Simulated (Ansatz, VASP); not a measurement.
## HfN in VASP and in Ansatz

```xyz
2
Lattice="0.0000 2.2255 2.2255 2.2255 0.0000 2.2255 2.2255 2.2255 0.0000" Properties=species:S:1:pos:R:3 pbc="T T T"
Hf    0.0000    0.0000    0.0000
N     2.2255    2.2255    2.2255
```

Change from the starting cell: volume scaled by 0.96.

Alike in both runs: task single point; functional PBE; k mesh 10 × 10 × 10; occupations fermi-dirac, width 0.05 eV; no spin polarisation.

|  | VASP | Ansatz |
| --- | --- | --- |
| version | VASP 6.6.1 | Ansatz 0.2.0 |
| potentials or method | VASP PAW PBE potentials, release 64 (Hf_pv, N) | Ansatz PAW |
| plane-wave cutoff (eV) | 520 | 420 |
| valence electrons in the cell | 15 | 31 |

```tsv
	VASP	Ansatz	Ansatz less VASP
gap on the k mesh at the Fermi level (eV)	none	none	-
pressure (GPa)	17.0	19.5	+2.48
```

A gap of «none» marks a metal or a gap that the smearing closes. The two sets of potentials don't hold the same shells in valence.

Caveats: the pressure holds a Pulay correction of +0.5 GPa for the finite cutoff (Ansatz). The runs have no spin-orbit coupling, so splittings on Hf are missing.
